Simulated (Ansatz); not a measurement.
**Cu15 slab: levels of theory**

The task, for Cu15 slab: compare levels of theory.

Program: Ansatz 0.2.0. Level of theory: DFT LDA, scalar-relativistic, plane waves, PAW, and further levels as typed in the inputs. These are calculated values, not measurements.

## Step 1: Starting point

It takes space group P-3m1 (No. 164, trigonal). Conventional cell: a = 2.556 Å, b = 2.556 Å, c = 45.218 Å, α = 90.00°, β = 90.00°, γ = 120.00°. Cu (site symmetry 3m) is surrounded by 9 Cu at 2.56 Å. Cu (site symmetry 3m) has 12 Cu at 2.56 Å in its first shell of neighbours. Cu (site symmetry -3m) has 12 Cu at 2.56 Å in its first shell of neighbours.

Structure file:

```
Cu
1.0
     2.55600    0.00000    0.00000
    -1.27800    2.21356    0.00000
     0.00000    0.00000   45.21800
Cu
15
Direct
  0.00000 0.00000 0.17692
  0.33333 0.66667 0.22307
  0.66667 0.33333 0.26923
  0.00000 0.00000 0.31538
  0.33333 0.66667 0.36154
  0.66667 0.33333 0.40769
  0.00000 0.00000 0.45385
  0.33333 0.66667 0.50000
  0.66667 0.33333 0.54615
  0.00000 0.00000 0.59231
  0.33333 0.66667 0.63846
  0.66667 0.33333 0.68462
  0.00000 0.00000 0.73077
  0.33333 0.66667 0.77693
  0.66667 0.33333 0.82308
```

## Step 2: Single point: Cu15 slab, no spin

The sheet is isolated along c: the input cuts the Coulomb interaction between periodic copies.

The input, input.yaml:

```yaml
crystal:
  lattice:
    - [2.556, 0.0, 0.0]
    - [-1.278, 2.2135609321, 0.0]
    - [0.0, 0.0, 45.218]
  atoms:
    - { symbol: Cu, position: [0.0, 0.0, 0.1769206953] }
    - { symbol: Cu, position: [0.3333333333, 0.6666666667, 0.2230748817] }
    - { symbol: Cu, position: [0.6666666667, 0.3333333333, 0.2692290681] }
    - { symbol: Cu, position: [0.0, 0.0, 0.3153832545] }
    - { symbol: Cu, position: [0.3333333333, 0.6666666667, 0.3615374408] }
    - { symbol: Cu, position: [0.6666666667, 0.3333333333, 0.4076916272] }
    - { symbol: Cu, position: [0.0, 0.0, 0.4538458136] }
    - { symbol: Cu, position: [0.3333333333, 0.6666666667, 0.5] }
    - { symbol: Cu, position: [0.6666666667, 0.3333333333, 0.5461541864] }
    - { symbol: Cu, position: [0.0, 0.0, 0.5923083728] }
    - { symbol: Cu, position: [0.3333333333, 0.6666666667, 0.6384625592] }
    - { symbol: Cu, position: [0.6666666667, 0.3333333333, 0.6846167455] }
    - { symbol: Cu, position: [0.0, 0.0, 0.7307709319] }
    - { symbol: Cu, position: [0.3333333333, 0.6666666667, 0.7769251183] }
    - { symbol: Cu, position: [0.6666666667, 0.3333333333, 0.8230793047] }
  periodic: [true, true, false]
scf:
  occupations: { method: gaussian, width: 0.05 }
  n_extra_bands: 24
output:
  eigenvalues: true
  eigenstates:
    kpoints:
      - [0.0, 0.0, 0.0]
      - [0.0125, 0.0, 0.0]
      - [0.025, 0.0, 0.0]
      - [0.0375, 0.0, 0.0]
      - [0.05, 0.0, 0.0]
      - [0.0625, 0.0, 0.0]
      - [0.075, 0.0, 0.0]
      - [0.0875, 0.0, 0.0]
    top_band: c10
    e_range: [-3, 1.5]
  write_density: true
  write_potential: true
  elf: true
  volumetric_format: npy
kpoints:
  mp_grid: { grid: [16, 16, 1] }
hamiltonian:
  xc: lda
```

Command:

```sh
ansatz run input.yaml --threads 8 --pin off --max-ram 28672MiB --backend cpu --events-out ev --progress --plain --runs-dir out
```

Log:

```text
Warning: crystal.periodic: the lattice vector that does not repeat stood 0.000° off the slab's normal, 45.218 Å along it as the deck builds it. The run solves the slab on a vector along the normal, 82.236 Å long, with every atom where it was (on the deck's vector they left 16.00 Å outside them, and the widest stretch free of ions among them is 2.09 Å). A fractional position that the run reports is one of the run's cell, which starts as this one, and not of the deck's: it goes into a deck with that cell's vectors. The slab on that cell runs as it stands in a deck that lists each atom with its symbol and moment, types crystal.periodic and leaves out crystal.checkpoint, crystal.saddle_side, crystal.structure_sha256, crystal.space_group, crystal.setting, crystal.reduce_to_primitive, crystal.supercell, crystal.defects and each atom's wyckoff. Where those keys changed the vectors of the plane, lay the indices of each lattice_plane and lattice_line anew on these rows. Along the normal they count this vector already. An outside_sphere can name other atoms there (type this run's as sites). In the order of the run's atom list the slab is: crystal.lattice: [[2.556, 0.0, 0.0], [-1.278, 2.2135609321, 0.0], [0.0, -0.0, 82.23599999969841]]; position: [0.0, 0.0, 0.09728099615867432]; position: [0.3333333333, 0.6666666667000001, 0.1226591760390534]; position: [0.6666666667, 0.3333333333, 0.14803735591943248]; position: [0.0, 0.0, 0.17341553579981156]; position: [0.3333333333, 0.6666666667000001, 0.19879371562520498]; position: [0.6666666667, 0.3333333333, 0.22417189550558406]; position: [0.0, 0.0, 0.24955007538596316]; position: [0.3333333333, 0.6666666667000001, 0.27492825526634224]; position: [0.6666666667, 0.3333333333, 0.3003064351467213]; position: [0.0, 0.0, 0.32568461502710044]; position: [0.3333333333, 0.6666666667000001, 0.35106279490747944]; position: [0.6666666667, 0.3333333333, 0.37644097473287286]; position: [0.0, 0.0, 0.40181915461325196]; position: [0.3333333333, 0.6666666667000001, 0.42719733449363106]; position: [0.6666666667, 0.3333333333, 0.4525755143740101];
Warning: RAYON_NUM_THREADS=8 ignored (pool sized by the plan → 8); use --threads N
crystal.periodic: the lattice vector that does not repeat stood 0.000° off the slab's normal, 45.218 Å along it as the deck builds it. The run solves the slab on a vector along the normal, 82.236 Å long, with every atom where it was (on the deck's vector they left 16.00 Å outside them, and the widest stretch free of ions among them is 2.09 Å). A fractional position that the run reports is one of the run's cell, which starts as this one, and not of the deck's: it goes into a deck with that cell's vectors. The slab on that cell runs as it stands in a deck that lists each atom with its symbol and moment, types crystal.periodic and leaves out crystal.checkpoint, crystal.saddle_side, crystal.structure_sha256, crystal.space_group, crystal.setting, crystal.reduce_to_primitive, crystal.supercell, crystal.defects and each atom's wyckoff. Where those keys changed the vectors of the plane, lay the indices of each lattice_plane and lattice_line anew on these rows. Along the normal they count this vector already. An outside_sphere can name other atoms there (type this run's as sites). In the order of the run's atom list the slab is: crystal.lattice: [[2.556, 0.0, 0.0], [-1.278, 2.2135609321, 0.0], [0.0, -0.0, 82.23599999969841]]; position: [0.0, 0.0, 0.09728099615867432]; position: [0.3333333333, 0.6666666667000001, 0.1226591760390534]; position: [0.6666666667, 0.3333333333, 0.14803735591943248]; position: [0.0, 0.0, 0.17341553579981156]; position: [0.3333333333, 0.6666666667000001, 0.19879371562520498]; position: [0.6666666667, 0.3333333333, 0.22417189550558406]; position: [0.0, 0.0, 0.24955007538596316]; position: [0.3333333333, 0.6666666667000001, 0.27492825526634224]; position: [0.6666666667, 0.3333333333, 0.3003064351467213]; position: [0.0, 0.0, 0.32568461502710044]; position: [0.3333333333, 0.6666666667000001, 0.35106279490747944]; position: [0.6666666667, 0.3333333333, 0.37644097473287286]; position: [0.0, 0.0, 0.40181915461325196]; position: [0.3333333333, 0.6666666667000001, 0.42719733449363106]; position: [0.6666666667, 0.3333333333, 0.4525755143740101];
scf.n_extra_bands = 24 over 143 filled bands (N_el = 285.0): the run solves 167 bands
Engine: ansatz 0.2.0, aarch64-unknown-linux-gnu
Pseudopotentials: kind: paw
Pseudopotential: Cu, paw, valence charge 19, recommended cutoff 420 eV (normal), Cu.paw.azcp
Functional definition: SPW92
  exchange = slater_x
  correlation = pw_c
Crystal: 15 atoms, lattice volume = 465.280 Å³
Basis set: ecut = 420 eV, 9305 PW (Γ)
Bands: 167, of which v1, the nominal top of the filled ones, is band 143 counted from 1 (142 counted from 0)
Symmetry: 12 space group operations
Space group: P-3m1 (ITA 164), of the structure as read, at distance tolerance 7.7e-5 Å
k-points: 30 of 256
Non-local potential: Cu, projectors of the file, l = 0: 3, l = 1: 2, l = 2: 3, l = 3: 1
PAW form: soft (Blöchl's): semilocal exchange-correlation on the pseudo side does not see the compensation charge
PAW frozen core: Cu, regenerated for the run's functional, and the local potential with it (the file was generated under x = pbe(κ = 0.804, μ = 0.2195149727645171), c = pbe(β = 0.06672455060314922))
PAW one-centre angular grid: Cu, 590 points (default); XC on 64 Gauss nodes
Initial density: superposition of atomic densities (neutral atoms: chi_scale 0, normalization atom), corrected by the library's trained network
Initial wavefunctions: pseudopotential atomic-orbital guess
Functional: x = slater, c = lda
SCF iter   1: F=—  HF=-98334.032546 eV  |F-HF|=—  |Δ(HF+E_count)|=         —  Δρ=1.41e-2  dr2=5.61e-1  ethr=1.77e-3  ⟨swp⟩=12.0  Hψ=27617  notcnv=0  defer=267
preconditioner: auto → LDOS  [metal: Δε(μ)=0.044 eV  Ē_g=8.702 eV  σ=0.050 eV  W_gap=0.45  n_scr=64 (ndim 8)  ℏωp=22.1 eV  f_vac=0.608  D(μ)=4.99/eV (n_scr^D=36)  β→1.0]
SCF iter   2: F=—  HF=-98335.005620 eV  |F-HF|=—  |Δ(HF+E_count)|=   9.73e-1  Δρ=3.96e-2  dr2=3.92e0  ethr=1.97e-4  ⟨swp⟩=4.3  Hψ=13475  notcnv=0  defer=518  recentre
SCF iter   3: F=—  HF=-98333.935656 eV  |F-HF|=—  |Δ(HF+E_count)|=    1.07e0  Δρ=2.56e-3  dr2=7.20e-2  ethr=1.97e-4  ⟨swp⟩=3.4  Hψ=11590  notcnv=0  defer=518
SCF iter   4: F=—  HF=-98333.930732 eV  |F-HF|=—  |Δ(HF+E_count)|=   4.92e-3  Δρ=9.79e-4  dr2=3.14e-3  ethr=2.53e-5  ⟨swp⟩=2.4  Hψ=7977  notcnv=0  defer=519
SCF iter   5: F=—  HF=-98333.930690 eV  |F-HF|=—  |Δ(HF+E_count)|=   4.14e-5  Δρ=6.94e-4  dr2=1.30e-3  ethr=1.10e-6  ⟨swp⟩=3.1  Hψ=11353  notcnv=0  defer=519
SCF iter   6: F=—  HF=-98333.930464 eV  |F-HF|=—  |Δ(HF+E_count)|=   2.26e-4  Δρ=1.35e-4  dr2=2.17e-4  ethr=4.56e-7  ⟨swp⟩=2.4  Hψ=7182  notcnv=0  defer=519
SCF iter   7: F=—  HF=-98333.930483 eV  |F-HF|=—  |Δ(HF+E_count)|=   1.91e-5  Δρ=6.36e-5  dr2=4.72e-5  ethr=7.61e-8  ⟨swp⟩=3.2  Hψ=8913  notcnv=0  defer=519
SCF iter   8: F=—  HF=-98333.930625 eV  |F-HF|=—  |Δ(HF+E_count)|=   1.42e-4  Δρ=4.93e-5  dr2=9.80e-6  ethr=1.66e-8  ⟨swp⟩=3.1  Hψ=9284  notcnv=0  defer=519
SCF iter   9: F=—  HF=-98333.930624 eV  |F-HF|=—  |Δ(HF+E_count)|=   1.52e-6  Δρ=9.53e-6  dr2=5.20e-7  ethr=3.44e-9  ⟨swp⟩=2.9  Hψ=8528  notcnv=0  defer=519
SCF iter  10: F=—  HF=-98333.930624 eV  |F-HF|=—  |Δ(HF+E_count)|=   4.04e-7  Δρ=7.85e-6  dr2=2.96e-7  ethr=3.51e-11  ⟨swp⟩=23.4  Hψ=32332  notcnv=0
SCF iter  11: F=—  HF=-98333.930624 eV  |F-HF|=—  |Δ(HF+E_count)|=   1.03e-7  Δρ=6.36e-6  dr2=1.12e-7  ethr=1.04e-10  ⟨swp⟩=2.0  Hψ=6873  notcnv=0
SCF iter  12: F=-98333.930624 eV  HF=-98333.930624 eV  |F-HF|=1.18e-8  |Δ(HF+E_count)|=   4.04e-8  Δρ=1.11e-6  dr2=7.10e-9  ethr=3.51e-11  ⟨swp⟩=5.1  Hψ=13699  notcnv=0
SCF 1 converged in 12 iterations: F = -98333.930624 eV  dr2 = 7.10e-9
NSCF: frozen V_eff on 8 k-points
WARN: The output density's exchange-correlation potential varies sharply where the density is thin. Do not read a vacuum level from v_tot or v_xc, or from such a field of the output density. On a cell that repeats whose density bears no net charge and no dipole along the vacuum's axis use v_es (v_loc + v_h of the components); under efield.dipole_correction with no amplitude use v_es + v_field, which holds any external_charges[].barrier, or the levels of the report's work_function block, which leave it out; under a non-zero efield.amplitude the vacuum is tilted and has no level; on a cell that repeats and bears such a dipole with no correction it is tilted too, and efield.dipole_correction with no amplitude gives each side of its ramp a level where efield: is served; in a cell that repeats whose density bears a net charge (total_charge, or a fill off its count) it is curved and has none; of a slab under crystal.periodic whose density bears no net charge use v_es, which has a level on each side, short of where the two are joined; of another it falls or rises all the way out and has none; of a slab beside external_charges read slab_vacuum_level instead, which it has where they leave it neutral. The grid or the basis barely resolves most such structure, and the values can differ between equally converged runs; as a rule a tighter scf.convergence.dr2_threshold does not remove it. Where the density itself ripples (under the LDA too) a higher basis.ecutwfc lessens it. The files hold the spikes' plane waves up to the density's cutoff. Files: v_tot_of_output_density and the like, and their columns of v_z.tsv (output.write_potential); v_xc_of_output_density and the like, and their columns of v_comp_z.tsv (output.write_potential_components). Measured: with its Gaussian average of σ = 0.25 Å subtracted twice, the exchange-correlation potential is over 0.1 eV at 31 of the grid points where the equally averaged density (valence and model cores) is under 1e-3 e/Å³, and 0.147 eV at the most among them, at an averaged density of 1.9e-5 e/Å³. The input density's (outcome.potential() and, of a run that writes arrays, v_tot and v_xc) is over 0.1 eV, so measured, at 46 points of its own thin density, 0.145 eV at the most. See output.write_potential in the manual, Limitations
SCF converged after 12 iterations
Free energy (F): -98333.930624 eV
Harris-Foulkes:  -98333.930624 eV  (|F-HF|=1.18e-8)
Internal energy: -98333.924968 eV  (E = F + TS)
E sigma→0 (E₀):  -98333.927796 eV
Entropy (-TS):   -0.005656 eV (-0.377 meV/atom)
Fermi energy:    -5.230839 eV
--- Per-component energies (eV) ---
  E_band       = -11584.182129
  E_kinetic    = 4505.347315
  E_local      = -13234676.608881  (includes V_loc(G=0)·N_el)
  E_nonlocal   = 5915.493498
  E_hartree    = 6610594.402244
  E_xc         = -1333.717452
  E_vxc        = -1729.697527  (∫ρ·V_xc dr)
  E_paw        = -23902.320132  (= ΣΔE_a)
  E_vpaw       = -6787.635762  (= ΣTr[D̂ρ^β])
  E_aug_tail   = 0.003216  (compensation charges beyond the density's cutoff)
  E_ewald      = 6540556.730323
  E_core_change = 6.744901  (= ΣΔE_core)
  E_smearing   = -0.005656  (= −TS)
  E_closure    = 0.000000  (closes the sum)
  Σ components = -98333.930624   (vs F -98333.930624, Δ=0.00e0)
--- Band table (eV; the first three rows and the last of 30) ---
  k-point 0: bands = ["-116.9591", "-116.9557", "-116.9557", "-116.9468", "-116.9468", "-116.9416", "-116.9411", "-116.9373", "-116.9373", "-116.9346", "-116.9340", "-116.9189", "-116.9189", "-116.6589", "-116.6589", "-74.8174", "-74.8124", "-74.8052", "-74.7906", "-74.7837", "-74.7715", "-74.7600", "-74.7477", "-74.7386", "-74.7285", "-74.7285", "-74.7248", "-74.7248", "-74.7247", "-74.7247", "-74.7225", "-74.7158", "-74.7158", "-74.7158", "-74.7158", "-74.7149", "-74.7097", "-74.7095", "-74.7095", "-74.7095", "-74.7095", "-74.7093", "-74.7093", "-74.7088", "-74.7088", "-74.7078", "-74.7010", "-74.7010", "-74.7001", "-74.7001", "-74.6805", "-74.6805", "-74.6805", "-74.6805", "-74.4608", "-74.4608", "-74.4608", "-74.4608", "-74.4189", "-74.4189", "-14.5894", "-14.4717", "-14.2781", "-14.0175", "-13.6935", "-13.2963", "-12.8483", "-12.3601", "-11.8641", "-11.3875", "-10.9802", "-10.6731", "-10.4790", "-10.3787", "-10.3441", "-8.4860", "-8.4855", "-8.4324", "-8.4197", "-8.3498", "-8.3455", "-8.2841", "-8.2709", "-8.2709", "-8.2687", "-8.2531", "-8.2531", "-8.2413", "-8.2413", "-8.2404", "-8.2262", "-8.2262", "-8.2179", "-8.2179", "-8.1874", "-8.1874", "-8.1773", "-8.1773", "-8.1573", "-8.1573", "-8.1478", "-8.1348", "-8.1348", "-8.1195", "-8.1195", "-8.1070", "-8.1070", "-8.0941", "-8.0941", "-8.0838", "-8.0838", "-7.9611", "-7.8913", "-7.8913", "-7.8913", "-7.8913", "-7.6062", "-7.4290", "-7.4290", "-7.4220", "-7.4220", "-7.4087", "-7.4087", "-7.4073", "-7.4073", "-7.3904", "-7.3904", "-7.3636", "-7.3636", "-7.3179", "-7.3179", "-7.2468", "-7.2468", "-7.1633", "-7.1633", "-7.1106", "-7.0701", "-7.0701", "-6.9904", "-6.9904", "-6.9165", "-6.9165", "-6.8577", "-6.8577", "-6.8089", "-6.8089", "-6.8053", "-6.8053", "-6.5657", "-5.7527", "-5.7194", "-1.2710 (-1.2710°)", "-0.8081 (-0.8086°)", "-0.4632 (-0.4676°)", "-0.0929 (-0.1225°?)", "0.4041", "0.6702", "1.0197", "1.6997", "2.2193", "2.6559", "3.3668", "4.1411", "4.7184", "5.3646", "6.2493", "7.0943"]
[... 3 lines left out ...]
  ° read free of the cell's end (the report's vacuum.weakly_bound_levels)
  °? not known for the slab's own: over its row's bound_up_to_ev there, or no deeper under its free states than its continued_xc_part_ev in size
```

Run time: 57 s. Hardware: 8 threads of Arm Neoverse V2, shared host; peak memory 4.3 GiB.

Density in a lattice plane of the grid's cell (edges 2.56 and 82.24 Å, at 0.000 of the third edge), which holds Cu.

Ten even steps from '0' (0.00 e/Å³) to '9' (68.94 e/Å³):
```
000000
000000
000000
000000
000000
000000
000000
000000
000000
000000
000000
810001
000000
000000
920002
000000
000000
610001
000000
000000
```
Columns run along the first of these edges and rows up along the second, over one cell in 6 and 20 even steps from the bottom left corner. Atoms in the plane (fractional): Cu at (0.00, 0.10), Cu at (0.00, 0.17), Cu at (0.00, 0.25), Cu at (0.00, 0.33), Cu at (0.00, 0.40).

ELF in the same plane.

Values, 12 rows by 6 columns:
```
0.00 0.00 0.00 0.00 0.00 0.00
0.00 0.00 0.00 0.00 0.00 0.00
0.00 0.00 0.00 0.00 0.00 0.00
0.00 0.00 0.00 0.00 0.00 0.00
0.00 0.00 0.00 0.00 0.00 0.00
0.00 0.00 0.00 0.00 0.00 0.00
0.23 0.24 0.21 0.18 0.21 0.24
0.25 0.20 0.18 0.24 0.18 0.20
0.93 0.49 0.18 0.21 0.18 0.49
0.32 0.22 0.17 0.23 0.17 0.22
0.14 0.14 0.18 0.22 0.18 0.14
0.00 0.00 0.00 0.00 0.00 0.00
```
Columns run along the first of these edges and rows up along the second, over one cell in 6 and 12 even steps from the bottom left corner. Atoms in the plane (fractional): Cu at (0.00, 0.10), Cu at (0.00, 0.17), Cu at (0.00, 0.25), Cu at (0.00, 0.33), Cu at (0.00, 0.40).

Both are smooth fields of the valence electrons: close to the nuclei they are not physical.

## Step 3: Single point: PBE

Changes to input.yaml since step 2:

```diff
@@ -39,6 +39,2 @@
     e_range: [-3, 1.5]
-  write_density: true
-  write_potential: true
-  elf: true
-  volumetric_format: npy
 kpoints:
@@ -46,2 +42,2 @@
 hamiltonian:
-  xc: lda
+  xc: pbe
```

Command:

```sh
ansatz run input.yaml --threads 8 --pin off --max-ram 28672MiB --backend cpu --events-out ev --progress --plain --runs-dir out
```

Log (excerpt; [...] marks lines left out):

```text
Warning: crystal.periodic: the lattice vector that does not repeat stood 0.000° off the slab's normal, 45.218 Å along it as the deck builds it. The run solves the slab on a vector along the normal, 82.236 Å long, with every atom where it was (on the deck's vector they left 16.00 Å outside [...]
Warning: RAYON_NUM_THREADS=8 ignored (pool sized by the plan → 8); use --threads N
[...]
scf.n_extra_bands = 24 over 143 filled bands (N_el = 285.0): the run solves 167 bands
[...]
[... 2 set-up lines as earlier in the session ...]
Functional definition: PBE
[...]
Crystal: 15 atoms, lattice volume = 465.280 Å³
Basis set: ecut = 420 eV, 9305 PW (Γ)
Bands: 167, of which v1, the nominal top of the filled ones, is band 143 counted from 1 (142 counted from 0)
[... 2 set-up lines as earlier in the session ...]
k-points: 30 of 256
[...]
SCF iter   1: F=—  HF=-99376.649240 eV  |F-HF|=—  |Δ(HF+E_count)|=         —  Δρ=1.13e-3  dr2=1.42e-1  ethr=1.77e-3  ⟨swp⟩=11.7  Hψ=27210  notcnv=0  defer=264
[...]
SCF iter   9: F=-99376.663478 eV  HF=-99376.663478 eV  |F-HF|=7.55e-8  |Δ(HF+E_count)|=   7.35e-9  Δρ=4.11e-6  dr2=9.88e-8  ethr=3.51e-11  ⟨swp⟩=22.0  Hψ=37279  notcnv=0
[...]
NSCF: frozen V_eff on 8 k-points
SCF converged after 9 iterations
Free energy (F): -99376.663478 eV
[...]
E sigma→0 (E₀):  -99376.660646 eV
Entropy (-TS):   -0.005665 eV (-0.378 meV/atom)
Fermi energy:    -4.866574 eV
[...]
--- Band table (eV; the first three rows and the last of 30) ---
[...]
  ° read free of the cell's end (the report's vacuum.weakly_bound_levels)
  °? not known for the slab's own: over its row's bound_up_to_ev there, or no deeper under its free states than its continued_xc_part_ev in size
```

Wall time 44 s (8 threads of Arm Neoverse V2, shared host); peak memory 3.6 GiB.

## Step 4: Single point: r2SCAN

Changes to input.yaml since step 3:

```diff
@@ -42,2 +42,2 @@
 hamiltonian:
-  xc: pbe
+  xc: r2scan
```

Command:

```sh
ansatz run input.yaml --threads 8 --pin off --max-ram 28672MiB --backend cpu --events-out ev --progress --plain --runs-dir out
```

Log (excerpt; [...] marks lines left out):

```text
Warning: crystal.periodic: the lattice vector that does not repeat stood 0.000° off the slab's normal, 45.218 Å along it as the deck builds it. The run solves the slab on a vector along the normal, 82.236 Å long, with every atom where it was (on the deck's vector they left 16.00 Å outside [...]
Warning: RAYON_NUM_THREADS=8 ignored (pool sized by the plan → 8); use --threads N
[...]
scf.n_extra_bands = 24 over 143 filled bands (N_el = 285.0): the run solves 167 bands
[...]
[... 1 set-up line as earlier in the session ...]
Pseudopotential: Cu, paw, valence charge 19, recommended cutoff 500 eV (meta_gga), Cu.paw.azcp
Functional definition: r2SCAN
[...]
Crystal: 15 atoms, lattice volume = 465.280 Å³
Basis set: ecut = 500 eV, 11939 PW (Γ), exchange–correlation on 80×80×2400 points (64 copies of the dense FFT grid, shifted against one another)
Bands: 167, of which v1, the nominal top of the filled ones, is band 143 counted from 1 (142 counted from 0)
[... 2 set-up lines as earlier in the session ...]
k-points: 30 of 256
[...]
SCF iter   1: F=—  HF=-99467.623097 eV  |F-HF|=—  |Δ(HF+E_count)|=         —  Δρ=2.54e-2  dr2=1.69e0  dr2_τ=1.31e-2  ethr=1.77e-3  ⟨swp⟩=11.8  Hψ=27894  notcnv=0  defer=289
[...]
SCF iter  12: F=-99467.353520 eV  HF=-99467.353520 eV  |F-HF|=3.16e-8  |Δ(HF+E_count)|=   1.40e-8  Δρ=2.09e-6  dr2=1.78e-8  dr2_τ=6.08e-10  ethr=3.51e-11  ⟨swp⟩=22.5  Hψ=30747  notcnv=0
[...]
NSCF: frozen V_eff on 8 k-points
SCF converged after 12 iterations
Free energy (F): -99467.353520 eV
[...]
E sigma→0 (E₀):  -99467.350908 eV
Entropy (-TS):   -0.005224 eV (-0.348 meV/atom)
Fermi energy:    -4.906746 eV
[...]
--- Band table (eV; the first three rows and the last of 30) ---
[...]
  ° read free of the cell's end (the report's vacuum.weakly_bound_levels)
```

Run time: 85 s. Hardware: 8 threads of Arm Neoverse V2, shared host; peak memory 5.3 GiB.

## Step 5: The runs side by side

```
step   level  energy (eV)  gap on the mesh (eV)  time
   2     LDA   -98333.928                  0.00  57 s
   3     PBE   -99376.661                  0.00  44 s
   4  r2SCAN   -99467.351                  0.00  85 s
```

Totals of different systems or levels have different zeros; only balanced differences at one level mean anything.

What this shows: All levels find no gap on the mesh.
